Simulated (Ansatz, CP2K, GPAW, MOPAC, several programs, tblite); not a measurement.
## What each method gives for Cs₂SnI₆ (vacancy-ordered double perovskite)

Cs₂SnI₆ built on the vacancy-ordered double perovskite prototype, relaxed with r2SCAN in Ansatz, was computed with several methods. The symmetry is Fm-3m (No. 225, cubic); a = 11.841 Å in the conventional setting, 46.11 Å³ an atom. Around Cs lie 12 I at 4.19 Å; around Sn lie 6 I at 2.88 Å; around I lie 1 Sn at 2.88 Å and 4 Cs at 4.19 Å. The values are computed, spin-unpolarised, and not measurements.

```xyz
9
Lattice="0.0000 5.9204 5.9204 5.9204 0.0000 5.9204 5.9204 5.9204 0.0000" Properties=species:S:1:pos:R:3 pbc="T T T"
Cs    2.9602    2.9602    2.9602
Cs    8.8806    8.8806    8.8806
Sn    0.0000    0.0000    0.0000
I     8.9558    5.9204    5.9204
I     5.9204    2.8850    5.9204
I     5.9204    8.9558    5.9204
I     2.8850    5.9204    5.9204
I     5.9204    5.9204    8.9558
I     5.9204    5.9204    2.8850
```

Gaps and times are for a single point on this cell; volume and bulk modulus come from each method's own relaxation or energy curve at fixed shape, which is too stiff where a cell has free coordinates or axes. Times are rough, from shared hosts (Arm Neoverse V2), and each method has its own mesh and cell size. A double dagger marks a value from a curve with shape and coordinates held. GFN1-xTB (tblite): levels, charges or heat of formation failed a check of plausibility, so no values are given. PM6 (MOPAC), PM7 (MOPAC), GFN1-xTB (tblite), GFN2-xTB (tblite) treat a cluster of cells at its zone centre, which samples few k points: where these miss a band edge, the gap comes out too large for that reason alone. Gaps from k meshes are read at a limited set of points (mesh, symmetry points, PBE's band edges), so each method's own least gap may be somewhat smaller. xTB and the PM methods were fitted mostly to molecules, and can miss a solid's gap by electronvolts. Minimal bases can be far off for gaps. GLLB-SC's gap includes the derivative discontinuity. d marks a direct gap, i an indirect one (no mark: not told apart), a dash a value that wasn't computed or didn't pass its checks.

```
                              method              kind  gap (eV)  own volume (Å³/atom)  bulk modulus (GPa)  atoms computed  processor time
                   GFN1-xTB (tblite)     tight binding         –                     –                   –              36           1.5 s
                   GFN2-xTB (tblite)     tight binding      0.11                     –                   –              36             2 s
                         PM7 (MOPAC)    semi-empirical      7.26                49.69‡                 50‡              36           2.1 s
                         PM6 (MOPAC)    semi-empirical      4.42                     –                   –              36           2.8 s
light PBE (260 eV and a coarse mesh)  light plane-wave    0.18 d                     –                   –               9           6.2 s
                                 PBE         semilocal    0.20 d                 48.51                 16‡               9            22 s
                      PBE/SZV (CP2K)       small basis    0.35 d                     –                   –               9            22 s
                              r2SCAN         semilocal    0.46 d                 46.11                 20‡               9            49 s
                     PBE/DZVP (CP2K)       small basis    0.10 d                48.73‡                 16‡               9            50 s
                      GLLB-SC (GPAW)   model potential      0.90                     –                   –               9         2.1 min
```

Against r2SCAN (0.46 eV) and with closed or daggered gaps left aside, the nearest gap at the points sampled is that of PBE/SZV (CP2K) (-0.11 eV) and the farthest that of PM7 (MOPAC) (+6.80 eV). r2SCAN is only a yardstick of convenience: semilocal gaps usually lie below measured ones, which GLLB-SC and hybrids aim to mend.

Volumes against r2SCAN's: PBE +5.2 %.

Spin-orbit coupling is left out, which matters wherever the heavy atoms make up the band edges.
